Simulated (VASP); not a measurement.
# Bi in VASP: reference runs

Reference runs on Bi: the cell as given.

Program: VASP 6.6.1. These are calculated values, not measurements. Logs are shortened: lines on timing, memory, paths and dates and some standing lists are left out, and cuts for length are marked.

## Step 1: The structure

The cell holds a sheet with vacuum, 1 atom: a = 3.301 Å, b = 3.301 Å, c = 23.800 Å, α = 90.00°, β = 90.00°, γ = 120.00°.

The cell was built by a generator and needn't be a form met in nature.

## Step 2: Single point, PBE

Input file INCAR:

```
SYSTEM = Bi
PREC = Accurate
ENCUT = 520
EDIFF = 1E-7
ISMEAR = -1
SIGMA = 0.05
LREAL = .FALSE.
LASPH = .TRUE.
NELM = 100
ALGO = Normal
ISIF = 2
LWAVE = .FALSE.
LCHARG = .FALSE.
LDIPOL = .TRUE.
IDIPOL = 3
DIPOL = 0.5 0.5 0.294
GGA = PE
NBANDS = 14
```

Input file KPOINTS:

```
regular mesh
0
G
  9 9 1
  0 0 0
```

Input file POSCAR:

```
Bi
1.0
    3.3013800000      0.0000000000      0.0000000000
   -1.6506900000      2.8590800000      0.0000000000
    0.0000000000      0.0000000000     23.8000000000
Bi
1
Direct
    0.0000000000      0.0000000000      0.2941200000
```

Potentials or basis: VASP PAW PBE potentials, release 64 (Bi_d).

Command:

```
$ cat potpaw_PBE.64/Bi_d/POTCAR > POTCAR
$ mpirun -np 1 vasp_std > vasp.out
```

OUTCAR:

```text
SYSTEM = Bi
   PREC = Accurate
   ENCUT = 520
   EDIFF = 1E-7
   ISMEAR = -1
   LREAL = .FALSE.
   LASPH = .TRUE.
   NELM = 100
   ISIF = 2
   GGA = PE

 ion  position               nearest neighbor table
   1  0.000  0.000  0.294-

  LATTYP: Found a hexagonal cell.
 ALAT       =     3.3013800000
 C/A-ratio  =     7.2091064949

  Lattice vectors:

 A1 = (   3.3013800000,   0.0000000000,   0.0000000000)
 A2 = (  -1.6506900000,   2.8590800000,   0.0000000000)
 A3 = (   0.0000000000,   0.0000000000,  23.8000000000)

Analysis of symmetry for initial positions (statically):
=====================================================================
 Subroutine PRICEL returns:
 Original cell was already a primitive cell.

 Routine SETGRP: Setting up the symmetry group for a
 hexagonal supercell.

 Subroutine GETGRP returns: Found 24 space group operations
 (whereof 12 operations were pure point group operations)
 out of a pool of 24 trial point group operations.

The static configuration has the point symmetry C_6v.
 The point group associated with its full space group is D_6h.

Analysis of symmetry for dynamics (positions and initial velocities):
=====================================================================
 Subroutine PRICEL returns:
 Original cell was already a primitive cell.

 Routine SETGRP: Setting up the symmetry group for a
 hexagonal supercell.

 Subroutine GETGRP returns: Found 24 space group operations
 (whereof 12 operations were pure point group operations)
 out of a pool of 24 trial point group operations.

The dynamic configuration has the point symmetry C_6v.
 The point group associated with its full space group is D_6h.

 Subroutine INISYM returns: Found 24 space group operations
 (whereof 12 operations are pure point group operations),
 and found     1 'primitive' translations

----------------------------------------------------------------------------------------

                                     Primitive cell

  volume of cell :     224.6460

  direct lattice vectors                    reciprocal lattice vectors
     3.301380000  0.000000000  0.000000000     0.302903634  0.174881430  0.000000000
    -1.650690000  2.859080000  0.000000000     0.000000000  0.349762861  0.000000000
     0.000000000  0.000000000 23.800000000     0.000000000  0.000000000  0.042016807

  length of vectors
     3.301380000  3.301380911 23.800000000     0.349762957  0.349762861  0.042016807

  position of ions in fractional coordinates (direct lattice)
     0.000000000  0.000000000  0.294120000

  ion indices of the primitive-cell ions
   primitive index   ion index
                 1           1

----------------------------------------------------------------------------------------

 KPOINTS: regular mesh

Automatic generation of k-mesh.
 Grid dimensions read from file:
 generate k-points for:    9    9    1

 Generating k-lattice:

  Cartesian coordinates                     Fractional coordinates (reciprocal lattice)
     0.033655959  0.019431270  0.000000000     0.111111111  0.000000000  0.000000000
     0.000000000  0.038862540  0.000000000     0.000000000  0.111111111  0.000000000
     0.000000000  0.000000000  0.042016807     0.000000000  0.000000000  1.000000000

  Length of vectors
     0.038862551  0.038862540  0.042016807

  Shift w.r.t. Gamma in fractional coordinates (k-lattice)
     0.000000000  0.000000000  0.000000000

 Subroutine IBZKPT returns following result:
 ===========================================

 Found     12 irreducible k-points:

 Following reciprocal coordinates:
            Coordinates               Weight
  0.000000  0.000000  0.000000      1.000000
  0.111111 -0.000000  0.000000      6.000000
  0.222222  0.000000  0.000000      6.000000
  0.333333 -0.000000  0.000000      6.000000
  0.444444  0.000000  0.000000      6.000000
  0.111111  0.111111  0.000000      6.000000
  0.222222  0.111111  0.000000     12.000000
  0.333333  0.111111  0.000000     12.000000
  0.444444  0.111111  0.000000      6.000000
  0.222222  0.222222  0.000000      6.000000
  0.333333  0.222222  0.000000     12.000000
  0.333333  0.333333  0.000000      2.000000
   k-points           NKPTS =     12   k-points in BZ     NKDIM =     12   number of bands    NBANDS=     14
   number of dos      NEDOS =    301   number of ions     NIONS =      1
   total plane-waves  NPLWV = 141120
   dimension x,y,z NGX =    28 NGY =   28 NGZ =  180
   dimension x,y,z NGXF=    56 NGYF=   56 NGZF=  360
   ions per type =               1
   NGX,Y,Z   is equivalent  to a cutoff of  14.10, 14.10, 12.57 a.u.
   NGXF,Y,Z  is equivalent  to a cutoff of  28.20, 28.20, 25.15 a.u.
 SYSTEM =  Bi
   PREC   = accura    normal or accurate (medium, high low for compatibility)
   ISTART =      0    job   : 0-new  1-cont  2-samecut
   ICHARG =      2    charge: 1-file 2-atom 10-const
   ISPIN  =      1    spin polarized calculation?
   LNONCOLLINEAR =      F non collinear calculations
   LSORBIT =      F    spin-orbit coupling
   LASPH  =      T    aspherical Exc in radial PAW
   ENCUT  =  520.0 eV  38.22 Ry    6.18 a.u.   6.14  6.14 44.25*2*pi/ulx,y,z
   NELM   =    100;   NELMIN=  2; NELMDL= -5     # of ELM steps
   EDIFF  = 0.1E-06   stopping-criterion for ELM
   LREAL  =      F    real-space projection
   EDIFFG = 0.1E-05   stopping-criterion for IOM
   NSW    =      0    number of steps for IOM
   IBRION =     -1    ionic relax: 0-MD 1-quasi-New 2-CG
   NFREE  =      0    steps in history (QN), initial steepest desc. (CG)
   ISIF   =      2    stress and relaxation
   ISYM   =      2    0-nonsym 1-usesym 2-fastsym
   POTIM  = 0.5000    time-step for ionic-motion
   TEBEG  =    0.0;   TEEND  =   0.0 temperature during run
   PSTRESS=    0.0 pullay stress
   NELECT =      15.0000    total number of electrons
   NUPDOWN=      -1.0000    fix difference up-down
   EMIN   =  10.00;   EMAX   =-10.00  energy-range for DOS
   EFERMI =   0.00;   METHOD = LEGACY
   ISMEAR =    -1;   SIGMA  =   0.05  broadening in eV -4-tet -1-fermi 0-gaus
   EFERMI_NEDOS =   21; number of points for ismear=-14 and -15
   IALGO  =     38    algorithm
   IMIX   =      4    mixing-type and parameters
     AMIX     =   0.40;   BMIX     =  1.00
     AMIX_MAG =   1.60;   BMIX_MAG =  1.00
  volume/ion in A,a.u.               =     224.65      1515.99
  Fermi-wavevector in a.u.,A,eV,Ry     =   0.664159  1.255079  6.001635  0.441108
  Thomas-Fermi vector in A             =   1.737761
   LORBIT       =      0    0 simple, 1 ext, 2 COOP (PROOUT), +10 PAW based schemes
   GGA     = PE    functional components
   LHFCALC =     F    Hartree Fock is set to
   AEXX    =    0.0000 exact exchange contribution
   IVDW    =     0    specifies the selected vdW correction
   LEPSILON=     F    determine dielectric tensor
   LRPA    =     F    only Hartree local field effects (RPA)
 non-spin polarized calculation
  energy-cutoff  :      520.00
  volume of cell :      224.65
 maximum number of plane-waves:      6096
 NGX is ok and might be reduce to    28
   NGX = 13   NGY = 13   NGZ = 89

 dipolmoment           0.000000      0.000000     -0.000000 electrons x Angstroem

 number of electron      15.0000004 magnetization

 dipolmoment           0.000000      0.000000      0.000000 electrons x Angstroem

 Free energy of the ion-electron system (eV)
  ---------------------------------------------------
  ext. energy  EPLUGINS =         0.00000000
  ---------------------------------------------------
  free energy    TOTEN  =        -3.32126279 eV

  energy without entropy =       -3.30914024  energy(sigma->0) =       -3.31520152

 E-fermi :  -2.7003     XC(G=0):  -2.0060

 val. band max:       -2.7846461606   @ k =   0.2222   0.2222   0.0000
 cond. band min:      -2.6546456668   @ k =   0.3333   0.1111   0.0000
 fundamental gap:      0.1300004938
 Fermi energy:        -2.7003425103

 k-point     1 :       0.0000    0.0000    0.0000
  band No.  band energies     occupation
      1     -25.5545      2.00000
      2     -25.5089      2.00000
      3     -25.5089      2.00000
      4     -25.3716      2.00000
      5     -25.3716      2.00000
      6     -15.3085      2.00000
      7      -5.3326      2.00000
      8       0.3306      0.00000
      9       1.4164      0.00000
     10       1.7713      0.00000
     11       2.4673      0.00000
     12       2.6154      0.00000
     13       3.7669      0.00000
     14       3.7670      0.00000

 k-point     2 :       0.1111   -0.0000    0.0000
  band No.  band energies     occupation
      1     -25.5423      2.00000
      2     -25.5074      2.00000
      3     -25.4810      2.00000
      4     -25.3853      2.00000
      5     -25.3748      2.00000
      6     -15.0888      2.00000
      7      -5.0944      2.00000
      8       0.5278      0.00000
      9       1.6421      0.00000
     10       1.6729      0.00000
     11       2.0033      0.00000
     12       2.6932      0.00000
     13       2.8470      0.00000
     14       3.1559      0.00000

 k-point     3 :       0.2222    0.0000    0.0000
  band No.  band energies     occupation
      1     -25.5551      2.00000
      2     -25.4611      2.00000
      3     -25.4197      2.00000
      4     -25.4097      2.00000
      5     -25.3830      2.00000
      6     -14.4395      2.00000
      7      -4.4049      2.00000
      8      -1.6651      0.00000
      9       1.2374      0.00000
     10       1.9833      0.00000
     11       2.3110      0.00000
     12       2.6789      0.00000
     13       3.3637      0.00000
     14       3.5173      0.00000

 k-point     4 :       0.3333   -0.0000    0.0000
  band No.  band energies     occupation
      1     -25.5820      2.00000
      2     -25.4583      2.00000
      3     -25.3976      2.00000
      4     -25.3923      2.00000
      5     -25.3274      2.00000
      6     -13.4311      2.00000
      7      -4.6288      2.00000
      8      -3.3651      2.00000
      9       0.9660      0.00000
     10       2.3294      0.00000
     11       3.2876      0.00000
     12       3.8115      0.00000
     13       4.2307      0.00000
     14       4.6337      0.00000

 k-point     5 :       0.4444    0.0000    0.0000
  band No.  band energies     occupation
      1     -25.6003      2.00000
      2     -25.4833      2.00000
      3     -25.3983      2.00000
      4     -25.3563      2.00000
      5     -25.2729      2.00000
      6     -12.4121      2.00000
      7      -6.6663      2.00000
      8      -2.3284      0.00118
      9       0.4017      0.00000
     10       2.4552      0.00000
     11       3.8485      0.00000
[... 72 lines left out ...]
 k-point    10 :       0.2222    0.2222    0.0000
  band No.  band energies     occupation
      1     -25.4945      2.00000
      2     -25.4604      2.00000
      3     -25.4536      2.00000
      4     -25.4114      2.00000
      5     -25.3089      2.00000
      6     -12.8922      2.00000
      7      -4.7516      2.00000
      8      -2.7846      1.68741
      9      -2.1538      0.00004
     10       3.0075      0.00000
     11       3.7213      0.00000
     12       4.4929      0.00000
     13       4.6606      0.00000
     14       5.3179      0.00000

 k-point    11 :       0.3333    0.2222    0.0000
  band No.  band energies     occupation
      1     -25.4894      2.00000
      2     -25.4690      2.00000
      3     -25.4265      2.00000
      4     -25.3902      2.00000
      5     -25.3198      2.00000
      6     -12.0332      2.00000
      7      -5.9489      2.00000
      8      -3.3062      1.99999
      9      -1.8431      0.00000
     10       2.9908      0.00000
     11       4.5607      0.00000
     12       4.9939      0.00000
     13       5.9042      0.00000
     14       6.0801      0.00000

 k-point    12 :       0.3333    0.3333    0.0000
  band No.  band energies     occupation
      1     -25.4519      2.00000
      2     -25.4519      2.00000
      3     -25.3953      2.00000
      4     -25.3953      2.00000
      5     -25.3897      2.00000
      6     -11.7138      2.00000
      7      -5.1429      2.00000
      8      -5.1429      2.00000
      9      -1.4387      0.00000
     10       3.5232      0.00000
     11       3.5232      0.00000
     12       6.1722      0.00000
     13       6.4353      0.00000
     14       6.4353      0.00000

------------------------ aborting loop because EDIFF is reached ----------------------------------------

 vacuum level on the upper side and lower side of the slab       (xc-potential included)        -0.009        -0.009

  FORCE on cell =-STRESS in cart. coord.  units (eV):
  Direction    XX          YY          ZZ          XY          YZ          ZX
  --------------------------------------------------------------------------------------
  -------------------------------------------------------------------------------------
  Total        0.1415999      0.1416000     -0.0153550      0.0000000      0.0000000      0.0000000
  in kB        1.0098916      1.0098924     -0.1095121      0.0000000      0.0000000      0.0000000
  external PRESSURE =       0.6367573 kB  Pullay stress =       0.0000000 kB

 VOLUME and BASIS-vectors are now :
 -----------------------------------------------------------------------------
  energy-cutoff  :      520.00
  volume of cell :      224.65
      direct lattice vectors                 reciprocal lattice vectors
     3.301380000  0.000000000  0.000000000     0.302903634  0.174881430  0.000000000
    -1.650690000  2.859080000  0.000000000     0.000000000  0.349762861  0.000000000
     0.000000000  0.000000000 23.800000000     0.000000000  0.000000000  0.042016807

 POSITION                                       TOTAL-FORCE (eV/Angst)
 -----------------------------------------------------------------------------------
      0.00000      0.00000      7.00006         0.000000      0.000000      0.000000
 -----------------------------------------------------------------------------------
    total drift:                               -0.000000     -0.000000      0.000046

  FREE ENERGIE OF THE ION-ELECTRON SYSTEM (eV)
  ---------------------------------------------------
  free  energy   TOTEN  =        -3.3212627943 eV

  energy  without entropy=       -3.3091402373  energy(sigma->0) =       -3.31520152

 vacuum level on the upper side and lower side of the slab         1.677         1.677
```

Wall time 41 s (1 thread of Intel Xeon 6975P-C (Granite Rapids), shared host); peak memory 0.36 GiB.

Results:

- Free energy: -3.3213 eV
- Band gap on the k mesh: none (metal or under the smearing width)

Caveat: spin-orbit coupling is left out, which moves the levels of the heavy elements.
